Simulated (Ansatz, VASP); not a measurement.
# Se: VASP beside Ansatz

File INCAR:

```
SYSTEM = Se
  PREC = Accurate
  ENCUT = 520
  EDIFF = 1E-6
  ISMEAR = 0
  SIGMA = 0.05
  LREAL = .FALSE.
  LASPH = .TRUE.
  NELM = 80
  ALGO = Normal
  ISIF = 2
  LWAVE = .FALSE.
  LCHARG = .FALSE.
  GGA = PE
  IVDW = 12
  NBANDS = 16
```

File KPOINTS:

```
Automatic mesh
0
G
  12 12 8
  0 0 0
```

File POSCAR:

```
Se
1.0
    4.1188761456      0.0000000000      0.0000000000
   -2.0594380728      3.5670513771      0.0000000000
    0.0000000000      0.0000000000      4.6020203175
Se
3
Direct
    0.2473450684      0.0000000000      0.3333333333
    0.0000000000      0.2473450684      0.6666666667
    0.7526549316      0.7526549316      0.0000000000
```

Input for Ansatz:

```yaml
crystal:
  lattice:
    - [4.1188761456, 0.0, 0.0]
    - [-2.0594380728, 3.5670513771, 0.0]
    - [0.0, 0.0, 4.6020203175]
  atoms:
    - { symbol: Se, position: [0.2473450684, 0.0, 0.3333333333] }
    - { symbol: Se, position: [0.0, 0.2473450684, 0.6666666667] }
    - { symbol: Se, position: [0.7526549316, 0.7526549316, 0.0] }
basis:
  ecutwfc: 420
kpoints:
  mp_grid: { grid: [12, 12, 8] }
hamiltonian:
  xc: pbe
  dispersion: d3bj
scf:
  occupations: { method: gaussian, width: 0.05 }
output:
  forces: true
  stress: true
  eigenvalues: true
```

Alike in both runs: task single point; functional PBE; dispersion D3(BJ); k mesh 12 × 12 × 8; occupations gaussian, width 0.05 eV; no spin polarisation.

|  | VASP | Ansatz |
| --- | --- | --- |
| version | VASP 6.6.1 | Ansatz 0.2.0 |
| potentials or method | VASP PAW PBE potentials, release 64 (Se) | scalar-relativistic, plane waves, PAW |
| plane-wave cutoff (eV) | 520 | 420 |
| valence electrons in the cell | 18 | 48 |

|  | VASP | Ansatz | Ansatz less VASP |
| --- | --- | --- | --- |
| gap on the k mesh at the Fermi level (eV) | 0.17 | 0.17 | 0.000 |
| least direct gap on the mesh (eV) | 1.39 | 1.40 | +0.007 |
| pressure (GPa) | 9.7 | 9.5 | -0.22 |
| largest component of the traceless stress (GPa) | 4.87 | 4.81 | -0.056 |
| rms of the force components (eV/Å) | 0.566 | 0.541 | -0.0253 |

Atom by atom the forces differ by 0.025 eV/Å (rms over components). The two sets of potentials don't hold the same shells in valence.
